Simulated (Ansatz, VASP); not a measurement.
## Two plane-wave programs on GaSb

```
Ga Sb
1.0
     0.00000    3.10692    3.10692
     3.10692    0.00000    3.10692
     3.10692    3.10692    0.00000
Ga Sb
1 1
Direct
  0.00000 0.00000 0.00000
  0.25000 0.25000 0.25000
```

Alike in both runs: task single point; functional PBE; k mesh 12 × 12 × 12; occupations gaussian, width 0.1 eV; no spin polarisation.

|  | VASP | Ansatz |
| --- | --- | --- |
| version | VASP 6.6.1 | Ansatz 0.2.0 |
| potentials or method | VASP PAW PBE potentials, release 64 (Ga_d, Sb) | scalar-relativistic, plane waves, PAW |
| plane-wave cutoff (eV) | 520 | 420 |
| valence electrons in the cell | 18 | 28 |

|  | VASP | Ansatz | Ansatz less VASP |
| --- | --- | --- | --- |
| gap on the k mesh at the Fermi level (eV) | none | none | - |
| pressure (GPa) | 0.1 | 0.0 | -0.07 |

A gap of «none» marks a metal or a gap that the smearing closes. The functional is the same, so the differences come from potentials, cutoffs and numerics. The two sets of potentials don't hold the same shells in valence.

Caveats: this crystal is a semiconductor, whose small gap the functional closes, so the metal is an error of the method. Spin-orbit coupling is left out, which matters for the levels of Sb.
